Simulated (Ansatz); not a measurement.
# Copper, bcc: r²SCAN0 at the r²SCAN geometry

How do the levels change when part of the exchange is made exact, and what does it cost? Spin polarisation is left out. The cell comes from an earlier r²SCAN relaxation. Exact exchange is dear, so the k-mesh is coarse, and r²SCAN is run on the same mesh for comparison.

Program: Ansatz 0.2.0. Level of theory: DFT, plane waves (500 eV) with PBE-made PAW files, scalar-relativistic; functionals as named at each step. These are calculated values, not measurements.

## (1) Starting point

The structure is cubic, space group Im-3m (No. 229). Conventional cell: a = 2.842 Å, b = 2.842 Å, c = 2.842 Å, α = 90.00°, β = 90.00°, γ = 90.00°. Cu (site symmetry m-3m) has 8 Cu at 2.46 Å as nearest neighbours.

As a file:

```xyz
1
Lattice="-1.4209 1.4209 1.4209 1.4209 -1.4209 1.4209 1.4209 1.4209 -1.4209" Properties=species:S:1:pos:R:3 pbc="T T T"
Cu    0.0000    0.0000    0.0000
```

## (2) r²SCAN on the coarse mesh

The run with r²SCAN.

input.yaml

```yaml
crystal:
  lattice:
    - [-1.4209339408, 1.4209339408, 1.4209339408]
    - [1.4209339408, -1.4209339408, 1.4209339408]
    - [1.4209339408, 1.4209339408, -1.4209339408]
  atoms:
    - { symbol: Cu, position: [0.0, 0.0, 0.0] }
hamiltonian:
  xc: r2scan
  pseudopotentials:
    kind: paw
    azcp:
      Cu: "pseudopotentials/Cu.paw.azcp"
basis:
  ecutwfc: 500
  fft_grid_basis: typed
kpoints:
  mp_grid: { grid: [8, 8, 8], shift: [0, 0, 0] }
magnetization:
  spin_polarized: false
scf:
  occupations: { method: fermi_dirac, width: 0.1 }
```

Run with:

```
> ansatz run input.yaml --threads 4 --pin off --max-ram 8192MiB --backend cpu --events-out ev --progress --plain --runs-dir out
```

Output:

```text
Warning: RAYON_NUM_THREADS=4 ignored (pool sized by the plan → 4); use --threads N
Engine: ansatz 0.2.0, aarch64-unknown-linux-gnu
Pseudopotentials: kind: paw
Pseudopotential: Cu, paw, valence charge 19, recommended cutoff 500 eV (meta_gga), <dir>
Functional definition: r2SCAN
  parameter k0 = 0.174
  parameter k1 = 0.065
  parameter a1 = 4.9479
  exchange = r2scan_x(k0 = k0, k1 = k1, a1 = a1)
  correlation = r2scan_c
Crystal: 1 atoms, lattice volume = 11.476 Å³
Basis set: ecut = 500 eV, 321 PW (Γ), exchange–correlation on 72×72×72 points (64 copies of the dense FFT grid, shifted against one another)
Bands: 14, of which v1, the nominal top of the filled ones, is band 10 counted from 1 (9 counted from 0)
Symmetry: 48 space group operations
Space group: Im-3m (ITA 229), of the structure as read, at distance tolerance 2.3e-5 Å
k-points: 29 of 512
Non-local potential: Cu, projectors of the file, l = 0: 3, l = 1: 2, l = 2: 3, l = 3: 1
PAW form: soft (Blöchl's): semilocal exchange-correlation on the pseudo side does not see the compensation charge
PAW frozen core: Cu, regenerated for the run's functional (the file was generated under x = pbe(κ = 0.804, μ = 0.2195149727645171), c = pbe(β = 0.06672455060314922))
PAW one-centre angular grid: Cu, 590 points (default); XC on 160 Gauss nodes
Initial density: superposition of atomic densities (neutral atoms: chi_scale 0, normalization atom), corrected by the library's trained network
Initial wavefunctions: pseudopotential atomic-orbital guess
Functional: x = r2scan, c = r2scan; τ floored in thin density (d = 2e-4 eV/Å³)
SCF iter   1: F=—  HF=-6631.193495 eV  |F-HF|=—  |Δ(HF+E_count)|=         —  Δρ=3.78e-2  dr2=8.84e-2  dr2_τ=6.91e-4  ethr=1.77e-3  ⟨swp⟩=5.1  Hψ=2017  notcnv=0
preconditioner: auto → none  [metal: Δε(μ)=0.254 eV  Ē_g=18.657 eV  σ=0.100 eV  W_gap=0.48  n_scr=0 (ndim 8)  ℏωp=36.4 eV  f_vac=0.000  D(μ)=0.71/eV (n_scr^D=12)]
SCF iter   2: F=—  HF=-6631.202924 eV  |F-HF|=—  |Δ(HF+E_count)|=   9.43e-3  Δρ=3.63e-2  dr2=8.19e-2  dr2_τ=9.35e-4  ethr=4.65e-4  ⟨swp⟩=2.5  Hψ=949  notcnv=0  defer=9
SCF iter   3: F=—  HF=-6631.177133 eV  |F-HF|=—  |Δ(HF+E_count)|=   2.58e-2  Δρ=4.44e-3  dr2=1.21e-3  dr2_τ=1.24e-5  ethr=4.31e-4  ⟨swp⟩=2.1  Hψ=675  notcnv=0  defer=9
SCF iter   4: F=—  HF=-6631.177133 eV  |F-HF|=—  |Δ(HF+E_count)|=   2.07e-8  Δρ=2.92e-4  dr2=6.61e-6  dr2_τ=3.90e-7  ethr=6.35e-6  ⟨swp⟩=1.6  Hψ=517  notcnv=0  defer=9
SCF iter   5: F=—  HF=-6631.177136 eV  |F-HF|=—  |Δ(HF+E_count)|=   2.31e-6  Δρ=2.08e-4  dr2=2.11e-6  dr2_τ=8.08e-8  ethr=3.48e-8  ⟨swp⟩=2.4  Hψ=562  notcnv=0  defer=9
SCF iter   6: F=—  HF=-6631.177140 eV  |F-HF|=—  |Δ(HF+E_count)|=   4.20e-6  Δρ=5.01e-5  dr2=1.99e-7  dr2_τ=2.50e-9  ethr=1.11e-8  ⟨swp⟩=2.0  Hψ=560  notcnv=0  defer=9
SCF iter   7: F=-6631.177140 eV  HF=-6631.177140 eV  |F-HF|=3.76e-9  |Δ(HF+E_count)|=   6.33e-9  Δρ=7.41e-6  dr2=3.59e-9  dr2_τ=5.36e-11  ethr=5.26e-10  ⟨swp⟩=2.3  Hψ=827  notcnv=0
SCF 1 converged in 7 iterations: F = -6631.177140 eV  dr2 = 3.59e-9
SCF converged after 7 iterations
Free energy (F): -6631.177140 eV
Harris-Foulkes:  -6631.177140 eV  (|F-HF|=3.76e-9)
Internal energy: -6631.155507 eV  (E = F + TS)
E sigma→0 (E₀):  -6631.166323 eV
Entropy (-TS):   -0.021633 eV (-21.633 meV/atom)
Fermi energy:    17.266515 eV
--- Per-component energies (eV) ---
  E_band       = -376.250921
  E_kinetic    = 299.904331
  E_local      = -4006.928559  (includes V_loc(G=0)·N_el)
  E_nonlocal   = 395.458191
  E_hartree    = 1771.137219
  E_xc         = -83.886505
  E_vxc        = -124.792246  (∫ρ·V_xc dr)
  E_paw        = -1678.142875  (= ΣΔE_a)
  E_vpaw       = -491.149456  (= ΣTr[D̂ρ^β])
  E_aug_tail   = 0.000156  (compensation charges beyond the density's cutoff)
  E_vtau       = 8.977147  (kinetic-family band-sum trace: ∫τ·v_τ [+ j·A + Jᵃ·Aᵃ] dr)
  E_ewald      = -3328.396357
  E_core_change = -0.301108  (= ΣΔE_core)
  E_smearing   = -0.021633  (= −TS)
  E_closure    = 0.000000  (closes the sum)
  Σ components = -6631.177140   (vs F -6631.177140, Δ=0.00e0)
```

Run time: 0.8 s. Hardware: 4 threads of Arm Neoverse V1, shared host; peak memory 0.27 GiB.

## (3) r²SCAN0 on the coarse mesh

The run with r²SCAN0.

Edit input.yaml of step 2 so:

```diff
@@ -8,3 +8,3 @@
 hamiltonian:
-  xc: r2scan
+  xc: r2scan0
   pseudopotentials:
@@ -22 +22,6 @@
   occupations: { method: fermi_dirac, width: 0.1 }
+output:
+  write_density: true
+  write_potential: true
+  elf: true
+  volumetric_format: npy
```

Run with:

```
> ansatz run input.yaml --threads 4 --pin off --max-ram 8192MiB --backend cpu --events-out ev --progress --plain --runs-dir out
```

Output:

```text
Warning: RAYON_NUM_THREADS=4 ignored (pool sized by the plan → 4); use --threads N
[... 3 set-up lines as earlier in the session ...]
Functional definition: r2SCAN0
  parameter a = 0.25
[... 3 set-up lines as earlier in the session ...]
  exchange = (1 - a)*r2scan_x(k0 = k0, k1 = k1, a1 = a1) + a*exact_x
[... 1 set-up line as earlier in the session ...]
Crystal: 1 atoms, lattice volume = 11.476 Å³
Basis set: ecut = 500 eV, 321 PW (Γ), exchange–correlation on 72×72×72 points (64 copies of the dense FFT grid, shifted against one another)
Bands: 14, of which v1, the nominal top of the filled ones, is band 10 counted from 1 (9 counted from 0)
[... 2 set-up lines as earlier in the session ...]
k-points: 29 of 512
[... 2 set-up lines as earlier in the session ...]
PAW frozen core: Cu, regenerated for the run's functional, and the local potential with it (the file was generated under x = pbe(κ = 0.804, μ = 0.2195149727645171), c = pbe(β = 0.06672455060314922))
[... 3 set-up lines as earlier in the session ...]
Functional: x = r2scan, c = r2scan; τ floored in thin density (d = 2e-4 eV/Å³), warm-up for x = 0.75 r2scan + 0.25 exact, c = r2scan; τ floored in thin density (d = 2e-4 eV/Å³)
SCF iter   1: F=—  HF=-6631.193421 eV  |F-HF|=—  |Δ(HF+E_count)|=         —  Δρ=3.71e-2  dr2=8.55e-2  dr2_τ=6.75e-4  ethr=1.77e-3  ⟨swp⟩=8.0  Hψ=1857  notcnv=0
preconditioner: auto → none  [metal: Δε(μ)=0.255 eV  Ē_g=18.655 eV  σ=0.100 eV  W_gap=0.48  n_scr=0 (ndim 8)  ℏωp=36.4 eV  f_vac=0.000  D(μ)=0.71/eV (n_scr^D=12)]
SCF iter   2: F=—  HF=-6631.202548 eV  |F-HF|=—  |Δ(HF+E_count)|=   9.13e-3  Δρ=3.54e-2  dr2=7.77e-2  dr2_τ=9.15e-4  ethr=4.50e-4  ⟨swp⟩=3.7  Hψ=1101  notcnv=0
iter 3 solved again at ethr=6.12e-6 eV; its pass at ethr=4.09e-4 eV (dr2=1.16e-3 eV) is discarded
SCF iter   3: F=—  HF=-6631.177821 eV  |F-HF|=—  |Δ(HF+E_count)|=   2.47e-2  Δρ=4.85e-3  dr2=1.43e-3  dr2_τ=1.34e-5  ethr=6.12e-6  ⟨swp⟩=3.5  Hψ=1688  notcnv=0
eigensolver tolerance schedule calibrated: the retry pair's looser diagonalisation under-reported the residual by θ = 0.19 (0.10/decade); ethr = c·dr2/N_el runs at the constant in force after the calibration composes with the one it found (an armed cap, an earlier calibration), c = 9.4e-2
SCF iter   4: F=—  HF=-6631.177761 eV  |F-HF|=—  |Δ(HF+E_count)|=   5.93e-5  Δρ=2.74e-4  dr2=3.91e-6  dr2_τ=1.45e-7  ethr=6.12e-6  ⟨swp⟩=2.4  Hψ=698  notcnv=0
SCF iter   5: F=—  HF=-6631.177771 eV  |F-HF|=—  |Δ(HF+E_count)|=   1.02e-5  Δρ=1.70e-4  dr2=1.48e-6  dr2_τ=9.61e-8  ethr=1.94e-8  ⟨swp⟩=4.0  Hψ=949  notcnv=0
SCF iter   6: F=—  HF=-6631.177775 eV  |F-HF|=—  |Δ(HF+E_count)|=   3.79e-6  Δρ=1.34e-5  dr2=4.94e-9  dr2_τ=9.41e-9  ethr=7.30e-9  ⟨swp⟩=3.4  Hψ=873  notcnv=0
SCF iter   7: F=—  HF=-6631.177775 eV  |F-HF|=—  |Δ(HF+E_count)|=   6.32e-8  Δρ=5.19e-6  dr2=1.03e-9  dr2_τ=1.09e-10  ethr=2.45e-11  ⟨swp⟩=4.0  Hψ=1192  notcnv=0
SCF iter   8: F=—  HF=-6631.177775 eV  |F-HF|=—  |Δ(HF+E_count)|=   3.06e-9  Δρ=1.31e-6  dr2=4.03e-11  dr2_τ=2.07e-11  ethr=5.11e-12  ⟨swp⟩=4.0  Hψ=1118  notcnv=0
SCF iter   9: F=-6631.177775 eV  HF=-6631.177775 eV  |F-HF|=2.64e-11  |Δ(HF+E_count)|=  1.41e-10  Δρ=2.82e-7  dr2=2.30e-12  dr2_τ=7.01e-13  ethr=1.00e-12  ⟨swp⟩=4.0  Hψ=1103  notcnv=0
SCF 1 converged in 9 iterations: F = -6631.177775 eV  dr2 = 2.30e-12
Initial density: handed on by an earlier stage of this run
Initial wavefunctions: those handed on with the density
Functional: x = 0.75 r2scan + 0.25 exact, c = r2scan; τ floored in thin density (d = 2e-4 eV/Å³)
Frozen-core exchange: fock
iter 1 solved again at ethr=1.11e-3 eV; its pass at ethr=1.00e-1 eV (dr2=2.24e-1 eV) is discarded
SCF iter   1: F=—  HF=-6628.951398 eV  |F-HF|=—  |Δ(HF+E_count)|=         —  Δρ=5.95e-2  dr2=2.49e-1  dr2_τ=5.62e-4  ethr=1.11e-3  ⟨swp⟩=2.1  Hψ=1630  notcnv=0
preconditioner: auto → none  [insulator: Δε(μ)=0.438 eV  Ē_g=21.930 eV  σ=0.100 eV  W_gap=0.51  n_scr=0 (ndim 8)  ℏωp=36.4 eV  f_vac=0.000  D(μ)=0.51/eV (n_scr^D=0)]
SCF iter   2: F=—  HF=-6628.939835 eV  |F-HF|=—  |Δ(HF+E_count)|=   1.16e-2  Δρ=3.80e-2  dr2=8.24e-2  dr2_τ=2.11e-3  ethr=1.11e-3  ⟨swp⟩=3.4  Hψ=1098  notcnv=0
SCF iter   3: F=—  HF=-6628.901073 eV  |F-HF|=—  |Δ(HF+E_count)|=   3.88e-2  Δρ=1.08e-2  dr2=1.20e-2  dr2_τ=3.02e-5  ethr=4.08e-4  ⟨swp⟩=3.2  Hψ=994  notcnv=0
SCF iter   4: F=—  HF=-6628.899610 eV  |F-HF|=—  |Δ(HF+E_count)|=   1.46e-3  Δρ=1.90e-4  dr2=2.72e-3  dr2_τ=1.68e-6  ethr=4.18e-5  ⟨swp⟩=2.0  Hψ=686  notcnv=0
SCF iter   5: F=—  HF=-6628.899626 eV  |F-HF|=—  |Δ(HF+E_count)|=   1.64e-5  Δρ=5.38e-5  dr2=1.99e-7  dr2_τ=5.57e-8  ethr=1.37e-8  ⟨swp⟩=4.0  Hψ=1405  notcnv=0
SCF iter   6: F=-6628.899626 eV  HF=-6628.899626 eV  |F-HF|=1.39e-8  |Δ(HF+E_count)|=   3.31e-7  Δρ=2.13e-5  dr2=2.76e-8  dr2_τ=1.55e-9  ethr=9.84e-10  ⟨swp⟩=4.0  Hψ=1097  notcnv=0
SCF 2 converged in 6 iterations: F = -6628.899626 eV  dr2 = 2.76e-8
hybrid outer 1: dexx = +1.453e-2 eV, tail = 1.40e-2 eV
Frozen-core exchange: fock
SCF iter   1: F=—  HF=-6628.917625 eV  |F-HF|=—  |Δ(HF+E_count)|=         —  Δρ=8.02e-3  dr2=4.74e-3  dr2_τ=8.95e-6  ethr=3.68e-4  ⟨swp⟩=2.1  Hψ=814  notcnv=0
preconditioner: auto → none  [insulator: Δε(μ)=0.489 eV  Ē_g=21.599 eV  σ=0.100 eV  W_gap=0.52  n_scr=0 (ndim 8)  ℏωp=36.4 eV  f_vac=0.000  D(μ)=0.49/eV (n_scr^D=0)]
iter 2 solved again at ethr=1.23e-7 eV; its pass at ethr=2.34e-5 eV (dr2=2.34e-5 eV) is discarded
SCF iter   2: F=—  HF=-6628.916680 eV  |F-HF|=—  |Δ(HF+E_count)|=   9.45e-4  Δρ=1.83e-4  dr2=1.20e-4  dr2_τ=1.43e-7  ethr=1.23e-7  ⟨swp⟩=4.0  Hψ=1816  notcnv=0
eigensolver tolerance schedule: the retry pair's looser diagonalisation over-reported the residual by 9.50 of it (diagonalisation noise at 10.05 of the residual, at the tolerance the schedule requests for it); recorded, not acted on — ethr = c·dr2/N_el stays at c = 1.0e-1
SCF iter   3: F=-6628.917168 eV  HF=-6628.917249 eV  |F-HF|=8.10e-5  |Δ(HF+E_count)|=   5.69e-4  Δρ=1.23e-3  dr2=1.15e-4  dr2_τ=1.80e-7  ethr=1.17e-8  ⟨swp⟩=4.0  Hψ=1287  notcnv=0
SCF 3 stopped early in 3 iterations: F = -6628.917168 eV  dr2 = 1.15e-4
hybrid outer 2: dexx = +6.786e-4 eV, tail = 2.87e-4 eV, Δε = 1.40e-1 eV (about 3.37e-2 eV left of the loop's levels)
Frozen-core exchange: fock
SCF iter   1: F=—  HF=-6628.917069 eV  |F-HF|=—  |Δ(HF+E_count)|=         —  Δρ=3.75e-4  dr2=1.41e-5  dr2_τ=2.31e-8  ethr=7.56e-6  ⟨swp⟩=2.1  Hψ=815  notcnv=0
preconditioner: auto → none  [insulator: Δε(μ)=0.476 eV  Ē_g=21.547 eV  σ=0.100 eV  W_gap=0.51  n_scr=0 (ndim 8)  ℏωp=36.4 eV  f_vac=0.000  D(μ)=0.49/eV (n_scr^D=0)]
iter 2 solved again at ethr=1.65e-9 eV; its pass at ethr=5.16e-8 eV (dr2=3.14e-7 eV) is discarded
SCF iter   2: F=—  HF=-6628.917069 eV  |F-HF|=—  |Δ(HF+E_count)|=   3.75e-7  Δρ=7.80e-5  dr2=5.03e-6  dr2_τ=7.21e-9  ethr=1.65e-9  ⟨swp⟩=2.5  Hψ=1540  notcnv=0  defer=1
SCF iter   3: F=—  HF=-6628.917235 eV  |F-HF|=—  |Δ(HF+E_count)|=   1.66e-4  Δρ=7.30e-5  dr2=3.63e-7  dr2_τ=9.24e-9  ethr=1.59e-9  ⟨swp⟩=4.1  Hψ=1111  notcnv=0
SCF iter   4: F=—  HF=-6628.917235 eV  |F-HF|=—  |Δ(HF+E_count)|=   2.42e-7  Δρ=4.41e-5  dr2=1.46e-7  dr2_τ=5.36e-10  ethr=1.59e-9  ⟨swp⟩=3.7  Hψ=930  notcnv=0
SCF iter   5: F=-6628.917235 eV  HF=-6628.917235 eV  |F-HF|=1.27e-9  |Δ(HF+E_count)|=   2.50e-8  Δρ=6.63e-6  dr2=1.85e-8  dr2_τ=1.97e-11  ethr=6.61e-10  ⟨swp⟩=2.0  Hψ=691  notcnv=0
SCF 4 converged in 5 iterations: F = -6628.917235 eV  dr2 = 1.85e-8
hybrid outer 3: dexx = +3.981e-6 eV, tail = 6.47e-8 eV, Δε = 1.73e-2 eV (about 5.03e-4 eV left of the loop's levels)
hybrid SCF converged: 3 outer / 14 inner (+9 warm-up), last move |dexx| = 3.98e-6 eV, tail = 6.47e-8 eV
Stability not checked: this state was not tested for a lower state beside it, because the functional holds exact exchange (a hybrid, or Hartree-Fock), whose exchange loop this test does not read (fock_operator; see scf.lower_state_search)
Free energy (F): -6628.917234 eV
Frozen-core exchange: fock
Harris-Foulkes:  -6628.917234 eV  (|F-HF|=1.27e-9)
Internal energy: -6628.903205 eV  (E = F + TS)
E sigma→0 (E₀):  -6628.910220 eV
Entropy (-TS):   -0.014030 eV (-14.030 meV/atom)
Fermi energy:    16.838953 eV
--- Per-component energies (eV) ---
  E_band       = -433.504117
  E_kinetic    = 301.162452
  E_local      = -4030.273846  (includes V_loc(G=0)·N_el)
  E_nonlocal   = 406.401691
  E_hartree    = 1791.426096
  E_xc         = -64.671345
  E_vxc        = -94.886135  (∫ρ·V_xc dr)
  E_exx        = -117.010116  (= α·E_x^exact, valence–valence)
  E_paw        = -1587.102966  (= ΣΔE_a)
  E_vpaw       = -371.047091  (= ΣTr[D̂ρ^β])
  E_aug_tail   = 0.000156  (compensation charges beyond the density's cutoff)
  E_vtau       = 6.302488  (kinetic-family band-sum trace: ∫τ·v_τ [+ j·A + Jᵃ·Aᵃ] dr)
  E_ewald      = -3328.396357
  E_core_change = -0.438970  (= ΣΔE_core)
  E_smearing   = -0.014030  (= −TS)
  E_closure    = -0.000000  (closes the sum)
  Σ components = -6628.917234   (vs F -6628.917234, Δ=0.00e0)
--- Band table (eV; the first three rows and the last of 29) ---
  k-point 0: bands = ["-104.7346", "-59.3605", "-59.3605", "-59.3605", "5.7196", "11.7923", "11.7923", "11.7923", "12.8853", "12.8853", "44.5528", "44.5528"]
  k-point 1: bands = ["-104.7317", "-59.3821", "-59.3686", "-59.3612", "6.4135", "11.6688", "11.7865", "12.0601", "12.7850", "12.9023", "39.7828", "42.8482"]
  k-point 2: bands = ["-104.7244", "-59.4337", "-59.3880", "-59.3625", "8.2783", "11.3784", "11.8416", "12.7309", "12.7550", "12.9620", "32.8322", "39.7122"]
  k-point 28: bands = ["-104.6986", "-59.4746", "-59.4746", "-59.4746", "10.0129", "10.0129", "13.6685", "13.6685", "13.6685", "27.0741", "27.0741", "27.0741"]
  guard bands above this table: 2 of the run's 14 bands. The solve was not asked for them (output.publish_guard_bands: true or output.eigenvalues: true publishes all)
```

It took 5.2 s on 4 threads of Arm Neoverse V1, shared host; peak memory 0.9 GiB.

Axes a, b and c in the maps are those of this run's conventional cell (a, b, c = 2.842, 2.842, 2.842 Å).

Density in a lattice plane of the grid's cell (edges 2.84 and 2.84 Å, at 0.000 of the third edge), which holds Cu.

Ten even steps from ' ' (0.19 e/Å³) to '@' (70.56 e/Å³):
```
##**==::..                              ..::==**
==--::..                                  ..::--
::....                                      ....
                                                
                                                
                                                
                                                
                                                
                                                
                                                
                                                
                                                
                                                
                                                
                                                
                                                
::....                                      ....
==--::..                                  ..::--
##**==::..                              ..::==**
@@%%++--..                              ..--++%%
```
Columns run along the first of these edges and rows up along the second, over one cell in 24 and 20 even steps from the bottom left corner. Atoms in the plane (fractional): Cu at (0.00, 0.00).

ELF in the same plane.

Ten even steps from ' ' (0.15) to '@' (0.93):
```
@@%%##++::..            ..            ..::++##%%
##**++--::..          ......          ..::--++**
==----::..            ......            ..::----
......              ..........              ....
                    ..........                  
                  ..............                
              ......................            
            ..........................          
      ......................................    
................................................
      ......................................    
            ..........................          
              ......................            
                  ..............                
                    ..........                  
......              ..........              ....
==----::..            ......            ..::----
##**++--::..          ......          ..::--++**
@@%%##++::..            ..            ..::++##%%
@@@@%%++--..            ..            ..--++%%@@
```
Columns run along the first of these edges and rows up along the second, over one cell in 24 and 20 even steps from the bottom left corner. Atoms in the plane (fractional): Cu at (0.00, 0.00).

Both are smooth fields of the valence electrons: close to the nuclei they are not physical.

## (4) The functionals compared

```tsv
functional	gap on the mesh	Fermi energy (eV)	SCF cycles	exchange loops	CPU time
r²SCAN	none (levels filled in part)	17.267	7	-	1.5 s
r²SCAN0	none (levels filled in part)	16.839	23	3	16 s
```

## (5) Outcome

| quantity | value |
| --- | --- |
| r²SCAN: gap | none (levels filled in part) |
| r²SCAN0: gap | none (levels filled in part) |
| r²SCAN0: SCF cycles, exchange loops | 23, 3 |
| r²SCAN0: CPU time over that of r²SCAN | 11 |
| r²SCAN0: relative to fcc | +45 meV/atom |

In words: Neither r²SCAN nor r²SCAN0 shows a clean gap on this mesh. r²SCAN0 cost 11 times the CPU time of r²SCAN. r²SCAN0 needed 3 outer loops of the exchange operator. The dense-mesh value adds -36.7 meV/atom, the change that r²SCAN shows between the coarse mesh and its own dense run (not shown). Under r²SCAN0 it lies 45 meV/atom above fcc (computed apart in the same way); on such meshes a few tens of meV are uncertain for metals. Absolute energies differ from functional to functional, by eV per atom at times, and say nothing by themselves.
